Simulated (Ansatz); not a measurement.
# BN: the cost of one run

Computed with Ansatz 0.2.0 (DFT PBE+D3(BJ), scalar-relativistic, plane waves, PAW, unless a step's input says otherwise).

21 further runs of the same task are left out: 21 set aside as unsound or not needed.

**1. The structure to begin with**

Symmetry: P-6m2, No. 187, hexagonal system. The conventional cell has a = 2.506 Å, b = 2.506 Å, c = 6.597 Å, α = 90.00°, β = 90.00°, γ = 120.00°. B (site symmetry -6m2) has 3 N at 1.45 Å as nearest neighbours. N (site symmetry -6m2) is surrounded by 3 B at 1.45 Å.

Structure file:

```
CELL_PARAMETERS angstrom
2.50612 0.00000 0.00000
-1.25306 2.17037 0.00000
0.00000 0.00000 6.59736
ATOMIC_POSITIONS crystal
B 0.00000 0.00000 0.50000
B 0.33333 0.66667 0.00000
N 0.00000 0.00000 0.00000
N 0.66667 0.33333 0.50000
```

This cell was relaxed beforehand with the same method: volume 8.97 Å³/atom, gap on the mesh 4.36 eV.

**2. The scan**

Atoms count from 1 in the order of the input.

One atom moved over a plane, all else fixed.

The axes are (1) shift of B1 along [1 2 0]: 11 values from −0.480 Å; (2) shift of B1 along [0 0 1]: 11 values from −0.480 Å.

Nothing else is relaxed (all other atoms fixed). Energies count from the relaxed crystal. Points are written as (first, second).

**3. Point (−0.480 Å, −0.288 Å)**

input.yaml

```yaml
crystal:
  lattice:
    - [2.5061233057, 0.0, 0.0]
    - [-1.2530616528, 2.1703664477, 0.0]
    - [0.0, 0.0, 6.597357142]
  atoms:
    - { symbol: B, position: [-0.1105804046, -0.2211608093, 0.4563461559] }
    - { symbol: B, position: [0.3333333333, 0.6666666667, 0.0] }
    - { symbol: "N", position: [0.0, 0.0, 0.0] }
    - { symbol: "N", position: [0.6666666667, 0.3333333333, 0.5] }
basis:
  ecutwfc: 420
kpoints:
  mp_grid: { grid: [12, 12, 4] }
hamiltonian:
  xc: pbe
  dispersion: d3bj
scf:
  occupations: { method: gaussian, width: 0.05 }
output:
  forces: true
  stress: true
  eigenvalues: true
  write_density: true
  write_potential: true
  elf: true
  volumetric_format: npy
```

On the command line:

```bash
$ ansatz run input.yaml --threads 2 --pin off --max-ram 4096MiB --backend cpu --events-out ev --progress --plain --runs-dir out
```

**Question.** How long does this run take on 2 threads of Arm Neoverse V1, shared host, and how much memory does it need?

About 7 s, with a peak of 0.36 GiB.
